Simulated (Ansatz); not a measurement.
# Ta: energy less free atoms and pressure against volume per atom

Periodic Kohn-Sham DFT of a crystal at fixed atoms; pressure and stress are positive in compression; the energy is the free energy less that of spherical unpolarised free atoms; site moments are those in the method's own spheres, positive along +z. The results are calculated, by Ansatz 0.2.0.

Cell of the first row (space group Fd-3m, No. 227):
```
CELL_PARAMETERS angstrom
0.00000 3.00150 3.00150
3.00150 0.00000 3.00150
3.00150 3.00150 0.00000
ATOMIC_POSITIONS crystal
Ta 0.00000 0.00000 0.00000
Ta 0.25000 0.25000 0.25000
```

Settings of every row: method all-electron LAPW; functional PBE; relativity scalar; k mesh 9x9x9; filling fermi-dirac; smearing width 0.03 eV; basis error target 0.25 meV/atom; nucleus gaussian.

Atom start moment: 0 on all atoms.

Limits: no spin-orbit coupling on heavy atoms; some atoms lie unusually close (a squeezed, shaken or made-up cell).

```csv
row,volume per atom (Å³),energy less free atoms (eV/atom),pressure (GPa)
1,27.042,-6.832,3.775
2,27.753,-6.8443,1.767
3,28.465,-6.8479,-0.085
4,29.176,?,?
5,29.888,-6.8325,-3.276
```

Question: what energy less free atoms and pressure should row 4 give?

Worked fit of energy less free atoms. Take u = (V_r/V)^(2/3) − 1 with V_r = 28.109 Å³ an atom, which is twice the finite (Eulerian) strain; such expansions in the strain, on which the Birch-Murnaghan equation of state is built, carry the rest volume and the bulk modulus. The shown rows have u = 0.02613, 0.00853, -0.00836, -0.04009. Least squares give energy less free atoms = −6.84714 + 0.207 × u + 14.269 × u² eV/atom; a straight line predicts inner rows, each left out in turn, worse (root mean square 0.0098 against 7.1e-05 eV/atom). All shown rows lie on it to the printed digit. Its lowest point lies at u = -0.0073, or V = 28.42 Å³ an atom, and the curvature there gives the bulk modulus at fixed shape and fractions, B = (4/9)(1 + u)² E″(u)/V = 70.5 GPa. The withheld row has u = -0.02453, so the fit gives −6.84714 + 0.207 × (-0.02453) + 14.269 × (-0.02453)² = -6.8436 eV/atom.

The calculation gave -6.8438 eV/atom. The fit lies 0.0002 eV/atom (1.3 % of the column's range) above it; its largest miss of a shown row is 0.0000 eV/atom.

Worked fit of pressure. Take u = (V_r/V)^(2/3) − 1 with V_r = 28.109 Å³ an atom, which is twice the finite (Eulerian) strain; such expansions in the strain, on which the Birch-Murnaghan equation of state is built, carry the rest volume and the bulk modulus. The shown rows have u = 0.02613, 0.00853, -0.00836, -0.04009. Least squares give pressure = 0.8191 + 108.863 × u + 166.89 × u² GPa; a straight line predicts inner rows, each left out in turn, worse (root mean square 0.12 against 0.015 GPa). The rows lie off it by -0.003, 0.007, -0.006, 0.001 (root mean square 0.0049 GPa). The pressure vanishes at u = -0.0076, or V = 28.43 Å³ an atom, and there the bulk modulus at fixed shape and fractions is B = −V dP/dV = (2/3)(1 + u) dP/du = 70.3 GPa. The withheld row has u = -0.02453, so the fit gives 0.8191 + 108.863 × (-0.02453) + 166.89 × (-0.02453)² = -1.751 GPa.

The calculation gave -1.765 GPa. The fit lies 0.014 GPa (0.2 % of the column's range) above it; its largest miss of a shown row is 0.007 GPa.
